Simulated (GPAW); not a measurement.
# Work function of 2H-MoS2 monolayer at several levels, part 2 of 3

Wanted: work functions and dipole of 2H-MoS2 monolayer, with the cost of each level. Where a layer proves gapped, the work function hangs on where the smearing puts the Fermi level, and the band edges take its place.

GPAW 26.7.0; GPAW, PAW setups; layer in a repeated cell with vacuum, relaxation of atoms and in-plane cell (the session's first sound run).

So far, upper work function (eV): step 3 (the slab's potential) 5.11.

## 4. Self-consistent run: xc = "revPBE"

Level of this step: GPAW, PAW setups; slab in vacuum (GPAW).

The same geometry under revPBE, to see how far the functional moves the levels against the vacuum.

The input, run.py:

```python
import json
import numpy as np
from ase import Atoms
from gpaw import GPAW, PW

slab = Atoms(
    ['S', 'Mo', 'S'],
    positions=[
        [0.00000, 1.83829, 9.00000],
        [0.00000, -0.00000, 10.56434],
        [0.00000, 1.83829, 12.12868]],
    cell=[[3.18402, 0.0, 0.0], [-1.59201, 2.75744, 0.0], [0.0, 0.0, 21.1287]],
    pbc=[True, True, False])

slab.calc = GPAW(mode=PW(400), xc='revPBE', kpts={'size': (12, 12, 1), 'gamma': True},
                 occupations={'name': 'fermi-dirac', 'width': 0.05}, nbands='160%',
                 convergence={'density': 1e-05}, maxiter=200,
                 poissonsolver={'dipolelayer': 'xy'},
                 symmetry={'tolerance': 1e-3}, txt='slab.txt')
result = {}
energy = slab.get_potential_energy()
fermi = slab.calc.get_fermi_level()
v = slab.calc.get_electrostatic_potential().mean((0, 1)) - fermi
n = slab.calc.get_pseudo_density().mean((0, 1))
L = slab.cell[2, 2]
z = np.arange(len(v)) * L / len(v)
low, high = slab.positions[:, 2].min(), slab.positions[:, 2].max()
below, above = np.interp([low - 6.8, high + 6.8], z, v)
slopes = [np.interp(x, z, np.gradient(v, z)) for x in (low - 6.8, high + 6.8)]
eps = np.array([[slab.calc.get_eigenvalues(k, s) for k in range(len(slab.calc.get_ibz_k_points()))]
                for s in range(slab.calc.get_number_of_spins())]) - fermi
top, bottom = eps[eps < 0].max(), eps[eps > 0].min()
dipole = slab.get_dipole_moment()[2]
print(f'energy {energy:.4f} eV, Fermi level {fermi:.4f} eV, dipole {dipole:.5f} e A')
print(f'potential 6.8 A off the faces, from the Fermi level: lower {below:.4f} eV, upper {above:.4f} eV')
print(f'slope of the potential there: lower {slopes[0]:.5f}, upper {slopes[1]:.5f} eV/A')
print(f'nearest levels on the mesh: {top:.4f} and {bottom:.4f} eV')
print('magnetic moment', round(slab.get_magnetic_moment(), 3))
result.update(energy=energy, fermi=fermi, dipole=dipole, below=below, above=above, slopes=slopes, edges=[top, bottom],
              z=z.tolist(), v=v.tolist(), n=n.tolist(), positions=slab.positions.tolist(),
              forces=slab.get_forces(apply_constraint=False).tolist(), moments=slab.get_magnetic_moments().tolist())
json.dump(result, open('result.json', 'w'))
```

Command:

```console
$ OMP_NUM_THREADS=1 OPENBLAS_NUM_THREADS=1 python run.py
```

What it wrote:

```text
energy -21.0400 eV, Fermi level -1.1315 eV, dipole -0.00019 e A
potential 6.8 A off the faces, from the Fermi level: lower 5.0071 eV, upper 5.0113 eV
slope of the potential there: lower -0.00001, upper 0.00001 eV/A
nearest levels on the mesh: -0.8470 and 0.8025 eV
magnetic moment 0.0
```

Wall time 19 s (1 thread of Arm Neoverse V2, shared host); peak memory 0.19 GiB.

This step gave:

```yaml
levels_nearest_the_fermi_level_on_the_mesh: -0.8470, 0.8025 eV from the Fermi level
upper_work_function: 5.011 eV
lower_work_function: 5.007 eV
upper_ionisation_energy: 5.858 eV
```

The electrostatic potential energy of an electron (without an applied field's), less the Fermi level, planar mean by z:

```
z (Å)  electrostatic potential energy of an electron (without an applied field's), less the Fermi level, planar mean (eV)
    0                                                                                                                5.01
    1                                                                                                                5.01
    2                                                                                                                5.01
    3                                                                                                                5.01
    4                                                                                                                5.01
    5                                                                                                                5.01
    6                                                                                                                5.00
    7                                                                                                                4.91
    8                                                                                                                2.83
    9                                                                                                               -19.1
   10                                                                                                               -10.3
   11                                                                                                               -13.7
   12                                                                                                               -17.8
   13                                                                                                                1.73
   14                                                                                                                4.87
   15                                                                                                                5.00
   16                                                                                                                5.01
   17                                                                                                                5.01
   18                                                                                                                5.01
   19                                                                                                                5.01
   20                                                                                                                5.01
   21                                                                                                                5.01
```

The pseudo valence density, planar mean by z:

```
z (Å)  pseudo valence density, planar mean (e/Å³)
    5                                      1.3e-5
    6                                      2.4e-4
    7                                     0.00521
    8                                       0.119
    9                                       0.406
   10                                       0.634
   11                                       0.786
   12                                       0.439
   13                                       0.172
   14                                     0.00753
   15                                      3.6e-4
   16                                      1.9e-5
```

Force by atom:

```
atom  x (eV/Å)  y (eV/Å)  z (eV/Å)   size
  S1     0.000     0.000    -0.132  0.132
 Mo2     0.000     0.000     0.000  0.000
  S3     0.000     0.000     0.132  0.132
```

The highest filled level lies 0.847 eV under the Fermi level, so the ionisation energy from the upper face is 5.011 + 0.847 = 5.858 eV, against 5.956 eV in the base run.

## 5. Self-consistent run: xc = "vdW-DF2"

The same geometry under vdW-DF2, to see how far the functional moves the levels against the vacuum (the van der Waals functionals take revPBE setups).

run.py: that of step 4 with these lines changed.

```diff
@@ -14,3 +14,3 @@
 
-slab.calc = GPAW(mode=PW(400), xc='revPBE', kpts={'size': (12, 12, 1), 'gamma': True},
+slab.calc = GPAW(mode=PW(400), xc='vdW-DF2', kpts={'size': (12, 12, 1), 'gamma': True},
                  occupations={'name': 'fermi-dirac', 'width': 0.05}, nbands='160%',
```

What it wrote:

```text
energy -158.1984 eV, Fermi level -1.5148 eV, dipole -0.00019 e A
potential 6.8 A off the faces, from the Fermi level: lower 5.5071 eV, upper 5.5113 eV
slope of the potential there: lower -0.00001, upper 0.00001 eV/A
nearest levels on the mesh: -0.8432 and 0.7998 eV
magnetic moment 0.0
```

Wall time 26 s (1 thread); peak memory 0.3 GiB.

Numbers from this step:

- levels nearest the Fermi level on the mesh: -0.8432, 0.7998 eV from the Fermi level
- upper work function: 5.511 eV
- lower work function: 5.507 eV
- upper ionisation energy: 6.354 eV

The highest filled level lies 0.843 eV under the Fermi level, so the ionisation energy from the upper face is 5.511 + 0.843 = 6.354 eV, against 5.956 eV in the base run.

## 6. Self-consistent run: xc = "LDA"

The same geometry under LDA, to see how far the functional moves the levels against the vacuum.

run.py: that of step 5 with these lines changed.

```diff
@@ -14,3 +14,3 @@
 
-slab.calc = GPAW(mode=PW(400), xc='vdW-DF2', kpts={'size': (12, 12, 1), 'gamma': True},
+slab.calc = GPAW(mode=PW(400), xc='LDA', kpts={'size': (12, 12, 1), 'gamma': True},
                  occupations={'name': 'fermi-dirac', 'width': 0.05}, nbands='160%',
```

What it wrote:

```text
energy -24.6390 eV, Fermi level -1.4518 eV, dipole -0.00019 e A
potential 6.8 A off the faces, from the Fermi level: lower 5.3404 eV, upper 5.3446 eV
slope of the potential there: lower -0.00001, upper 0.00001 eV/A
nearest levels on the mesh: -0.8483 and 0.8031 eV
magnetic moment 0.0
```

Run time: 19 s. Hardware: 1 thread; peak memory 0.18 GiB.

This step gave:

- levels nearest the Fermi level on the mesh: -0.8483, 0.8031 eV from the Fermi level
- upper work function: 5.345 eV
- lower work function: 5.340 eV
- upper ionisation energy: 6.193 eV

The highest filled level lies 0.848 eV under the Fermi level, so the ionisation energy from the upper face is 5.345 + 0.848 = 6.193 eV, against 5.956 eV in the base run.

## 7. OptPBE vdW: xc = "optPBE-vdW"

The same geometry under optPBE-vdW, to see how far the functional moves the levels against the vacuum (the van der Waals functionals take revPBE setups).

run.py: that of step 6 with these lines changed.

```diff
@@ -14,3 +14,3 @@
 
-slab.calc = GPAW(mode=PW(400), xc='LDA', kpts={'size': (12, 12, 1), 'gamma': True},
+slab.calc = GPAW(mode=PW(400), xc='optPBE-vdW', kpts={'size': (12, 12, 1), 'gamma': True},
                  occupations={'name': 'fermi-dirac', 'width': 0.05}, nbands='160%',
```

What it wrote:

```text
energy -46.4299 eV, Fermi level -1.4213 eV, dipole -0.00019 e A
potential 6.8 A off the faces, from the Fermi level: lower 5.3594 eV, upper 5.3636 eV
slope of the potential there: lower -0.00001, upper 0.00001 eV/A
nearest levels on the mesh: -0.8445 and 0.8012 eV
magnetic moment 0.0
```

Wall time 25 s (1 thread); peak memory 0.31 GiB.

This step gave:

```
levels nearest the Fermi level on the mesh : -0.8445, 0.8012 eV from the Fermi level
upper work function                        : 5.364 eV
lower work function                        : 5.359 eV
upper ionisation energy                    : 6.208 eV
```

Table of electrostatic potential energy of an electron (without an applied field's), less the Fermi level, planar mean by z:

z (Å), electrostatic potential energy of an electron (without an applied field's), less the Fermi level, planar mean (eV) and a bar from the least value:
```
        0        5.4 ##############################
        1        5.4 ##############################
        2        5.4 ##############################
        3        5.4 ##############################
        4        5.4 ##############################
        5        5.4 ##############################
        6        5.4 ##############################
        7        5.2 ##############################
        8        3.0 ###########################
        9      -19.0 
       10      -10.2 ###########
       11      -13.6 #######
       12      -17.6 ##
       13        1.9 ##########################
       14        5.2 ##############################
       15        5.4 ##############################
       16        5.4 ##############################
       17        5.4 ##############################
       18        5.4 ##############################
       19        5.4 ##############################
       20        5.4 ##############################
       21        5.4 ##############################
```

The highest filled level lies 0.845 eV under the Fermi level, so the ionisation energy from the upper face is 5.364 + 0.845 = 6.208 eV, against 5.956 eV in the base run.

## 8. Self-consistent run: xc = "RPBE"

The same geometry under RPBE, to see how far the functional moves the levels against the vacuum.

run.py: that of step 7 with these lines changed.

```diff
@@ -14,3 +14,3 @@
 
-slab.calc = GPAW(mode=PW(400), xc='optPBE-vdW', kpts={'size': (12, 12, 1), 'gamma': True},
+slab.calc = GPAW(mode=PW(400), xc='RPBE', kpts={'size': (12, 12, 1), 'gamma': True},
                  occupations={'name': 'fermi-dirac', 'width': 0.05}, nbands='160%',
```

What it wrote:

```text
energy -20.8446 eV, Fermi level -1.1299 eV, dipole -0.00019 e A
potential 6.8 A off the faces, from the Fermi level: lower 5.0125 eV, upper 5.0167 eV
slope of the potential there: lower -0.00001, upper 0.00001 eV/A
nearest levels on the mesh: -0.8501 and 0.8036 eV
magnetic moment 0.0
```

Wall time 19 s (1 thread); peak memory 0.19 GiB.

This step gave:

```yaml
levels_nearest_the_fermi_level_on_the_mesh: -0.8501, 0.8036 eV from the Fermi level
upper_work_function: 5.017 eV
lower_work_function: 5.012 eV
upper_ionisation_energy: 5.867 eV
```

Electrostatic potential energy of an electron (without an applied field's), less the Fermi level, planar mean against z:

z (Å), electrostatic potential energy of an electron (without an applied field's), less the Fermi level, planar mean (eV) and a bar from the least value:
```
        0        5.0 ##############################
        1        5.0 ##############################
        2        5.0 ##############################
        3        5.0 ##############################
        4        5.0 ##############################
        5        5.0 ##############################
        6        5.0 ##############################
        7        4.9 ##############################
        8        2.8 ###########################
        9      -19.1 
       10      -10.3 ###########
       11      -13.7 #######
       12      -17.8 ##
       13        1.7 ##########################
       14        4.9 ##############################
       15        5.0 ##############################
       16        5.0 ##############################
       17        5.0 ##############################
       18        5.0 ##############################
       19        5.0 ##############################
       20        5.0 ##############################
       21        5.0 ##############################
```

The highest filled level lies 0.850 eV under the Fermi level, so the ionisation energy from the upper face is 5.017 + 0.850 = 5.867 eV, against 5.956 eV in the base run.

## 9. Real-space grid: mode = "fd"

A real-space grid is a second complete basis, so it checks the plane-wave result.

run.py: that of step 8 with these lines changed.

```diff
@@ -3,3 +3,3 @@
 from ase import Atoms
-from gpaw import GPAW, PW
+from gpaw import GPAW
 
@@ -14,3 +14,3 @@
 
-slab.calc = GPAW(mode=PW(400), xc='RPBE', kpts={'size': (12, 12, 1), 'gamma': True},
+slab.calc = GPAW(mode='fd', h=0.18, xc='PBE', kpts={'size': (12, 12, 1), 'gamma': True},
                  occupations={'name': 'fermi-dirac', 'width': 0.05}, nbands='160%',
```

What it wrote:

```text
energy -22.0699 eV, Fermi level -5.1062 eV, dipole -0.00020 e A
potential 6.8 A off the faces, from the Fermi level: lower 5.1041 eV, upper 5.1083 eV
slope of the potential there: lower -0.00000, upper 0.00000 eV/A
nearest levels on the mesh: -0.8476 and 0.8042 eV
magnetic moment 0.0
```

Wall time 73 s (1 thread); peak memory 0.45 GiB.

Numbers from this step:

| Property | Result |
| --- | --- |
| dipole along the normal | -1.97e-4 e·Å |
| levels nearest the Fermi level on the mesh | -0.8476, 0.8042 eV from the Fermi level |
| upper work function | 5.108 eV |
| lower work function | 5.104 eV |
| upper ionisation energy | 5.956 eV |

Table of electrostatic potential energy of an electron (without an applied field's), less the Fermi level, planar mean by z:

z (Å), electrostatic potential energy of an electron (without an applied field's), less the Fermi level, planar mean (eV) and a bar from the least value:
```
        0        5.1 ##############################
        1        5.1 ##############################
        2        5.1 ##############################
        3        5.1 ##############################
        4        5.1 ##############################
        5        5.1 ##############################
        6        5.1 ##############################
        7        5.0 ##############################
        8        2.9 ###########################
        9      -19.2 
       10      -10.2 ###########
       11      -13.7 #######
       12      -17.8 ##
       13        1.8 ##########################
       14        5.0 ##############################
       15        5.1 ##############################
       16        5.1 ##############################
       17        5.1 ##############################
       18        5.1 ##############################
       19        5.1 ##############################
       20        5.1 ##############################
       21        5.1 ##############################
```

The highest filled level lies 0.848 eV under the Fermi level, so the ionisation energy from the upper face is 5.108 + 0.848 = 5.956 eV, against 5.956 eV in the base run.

[end of part 2 of 3]

[Logs are printed without paths, hosts, clocks, repeated set-up lines and the standing remarks that a program may print on its own settings, such as how far it seeks lower states.]

[Hosts, paths, dates, database ids (printed as entryN), source tags and the programs' standing remarks are cut or masked in the printed files.]
